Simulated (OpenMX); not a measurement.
Crystal: Cu.

```
Cu
1.0
     0.00000    1.80750    1.80750
     1.80750    0.00000    1.80750
     1.80750    1.80750    0.00000
Cu
1
Direct
  0.00000 0.00000 0.00000
```

Base run:

| Property | Result |
| --- | --- |
| Program | OpenMX 3.8.5 |
| Functional | PBE |
| Potentials or basis | OpenMX 2013 PBE set, Cu6.0H-s3p2d2, grid cutoff 500 Ry |
| k mesh | 13 × 13 × 13 |
| Occupations | fermi-dirac, width 0.05 eV |
| Spin | no spin polarisation |

Its results: pressure 4.3 GPa.

Question: The run is repeated on the same cell with these changes: potentials or basis from OpenMX 2013 PBE set, Cu6.0H-s3p2d2, grid cutoff 500 Ry to OpenMX 2013 PBE set, Cu6.0H-s2p2d1, grid cutoff 500 Ry. What comes out?

Answer: Pressure 3.3 GPa.

Caveats: the basis of atomic orbitals isn't converged, which shifts pressures, moduli and gaps; the transition metal has a single d function, too few for pressures, volumes and moments (some runs).
